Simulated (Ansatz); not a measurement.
# HfO2: the cost of one run

Method: DFT PBEsol, scalar-relativistic, plane waves, PAW, in Ansatz 0.2.0.

71 further runs of the same task are left out: 71 set aside as unsound or not needed.

## 1. The system as given

It takes space group Fm-3m (No. 225, cubic). The conventional cell has a = 5.043 Å, b = 5.043 Å, c = 5.043 Å, α = 90.00°, β = 90.00°, γ = 90.00°. Hf (site symmetry m-3m) has 8 O at 2.18 Å as nearest neighbours. O (site symmetry -43m) is surrounded by 4 Hf at 2.18 Å.

Structure file:

```cif
data_structure
_symmetry_space_group_name_H-M 'Fm-3m'
_symmetry_Int_Tables_number 225
_cell_length_a 5.0434
_cell_length_b 5.0434
_cell_length_c 5.0434
_cell_angle_alpha 90.000
_cell_angle_beta 90.000
_cell_angle_gamma 90.000
_cell_volume 128.28
loop_
_atom_site_label
_atom_site_type_symbol
_atom_site_symmetry_multiplicity
_atom_site_Wyckoff_symbol
_atom_site_fract_x
_atom_site_fract_y
_atom_site_fract_z
_atom_site_occupancy
Hf1 Hf 4 a 0.00000 0.00000 0.00000 1
O1 O 8 c 0.25000 0.75000 0.75000 1
```

It is the result of an earlier relaxation at this level (volume 10.69 Å³/atom; gap on the mesh: 3.69 eV).

## 2. What is varied

The energy is mapped over volume and the cell's shape.

The axes are (1) volume per atom: 11 values from 9.407 to 11.973 Å³; (2) c/a of the conventional cell: 11 values from 0.886 to 1.128.

Nothing else is relaxed (symmetry fixes all fractional coordinates). Energies count from the relaxed crystal. Points are written as (first, second).

## 3. Point (9.407 Å³, 0.908)

input.yaml

```yaml
crystal:
  lattice:
    - [0.0, 2.4954690324, 2.2658858815]
    - [2.4954690324, 0.0, 2.2658858815]
    - [2.4954690324, 2.4954690324, 0.0]
  atoms:
    - { symbol: Hf, position: [0.0, 0.0, 0.0] }
    - { symbol: O, position: [0.25, 0.25, 0.25] }
    - { symbol: O, position: [0.75, 0.75, 0.75] }
basis:
  ecutwfc: 520.0
kpoints:
  mp_grid: { grid: [8, 8, 8] }
hamiltonian:
  xc: pbesol
scf:
  occupations: { method: gaussian, width: 0.05 }
output:
  forces: true
  stress: true
  eigenvalues: true
```

Started as:

```bash
ansatz run input.yaml --threads 1 --pin off --max-ram 2048MiB --backend cpu --events-out ev --progress --plain --runs-dir out
```

**Question.** How long does this run take on 1 thread of AMD EPYC 9R45 (Zen 5), shared host, and how much memory does it need?

About 1 s, with a peak of 0.41 GiB.
